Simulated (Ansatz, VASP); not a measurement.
## Two plane-wave programs on Cu

Contents of INCAR:

```
SYSTEM = Cu
PREC = Accurate ; ENCUT = 520
EDIFF = 1E-6 ; ISMEAR = -1
SIGMA = 0.05 ; LREAL = .FALSE.
LASPH = .TRUE. ; NELM = 60
ALGO = Fast ; ISIF = 2
LWAVE = .FALSE. ; LCHARG = .TRUE.
GGA = PS ; LELF = .TRUE.
LVHAR = .TRUE. ; NBANDS = 18
```

The input KPOINTS:

```
regular mesh
0
G
  11 11 11
  0 0 0
```

Contents of POSCAR:

```
Cu
1.0
    1.2102858349     -3.9496901055      0.0000000000
    1.2102858349      3.9496901055      0.0000000000
    0.0000000000      0.0000000000      2.4588809590
Cu
2
Direct
    0.8661333500      0.1338666500      0.7500000000
    0.1338666500      0.8661333500      0.2500000000
```

input.yaml

```yaml
crystal:
  lattice:
    - [1.2102858349, -3.9496901055, 0.0]
    - [1.2102858349, 3.9496901055, 0.0]
    - [0.0, 0.0, 2.458880959]
  atoms:
    - { symbol: Cu, position: [0.86613335, 0.13386665, 0.75] }
    - { symbol: Cu, position: [0.13386665, 0.86613335, 0.25] }
hamiltonian:
  xc: pbesol
  pseudopotentials: { kind: paw }
kpoints:
  mp_grid: { grid: [11, 11, 11] }
scf:
  occupations: { method: fermi_dirac, width: 0.05 }
output:
  forces: true
  stress: true
  eigenvalues: true
  write_density: true
  write_potential: true
  elf: true
  volumetric_format: npy
```

This isn't the form of Cu at room conditions, which is fcc.

Alike in both runs: task single point; functional PBEsol; k mesh 11 × 11 × 11; occupations fermi-dirac, width 0.05 eV; no spin polarisation.

```csv
,VASP,Ansatz
version,VASP 6.6.1,Ansatz 0.2.0
potentials or method,"VASP PAW PBE potentials, release 64 (Cu)",Ansatz PAW
plane-wave cutoff (eV),520,420
valence electrons in the cell,22,38
```

Ansatz gave:

- gap on the k mesh at the Fermi level (eV): none
- pressure (GPa): 1.6
- largest component of the traceless stress (GPa): 0.60
- rms of the force components (eV/Å): 0.013

**Question.** What did VASP give for the same quantities?

**Answer.** gap on the k mesh at the Fermi level (eV): none; pressure (GPa): 2.7; largest component of the traceless stress (GPa): 0.54; rms of the force components (eV/Å): 0.016.

Atom by atom the forces differ by 0.003 eV/Å (rms over components). A gap of «none» marks a metal or a gap that the smearing closes. With one functional, cell and mesh, what is left measures potentials, basis and numerics. The two sets of potentials don't hold the same shells in valence.

Caveats: the PAW data sets were made with another functional, which shifts forces and pressure a little (VASP); the PAW data sets come from PBE, with cores solved anew for the run's functional, which leaves a small shift of forces and pressure (Ansatz).
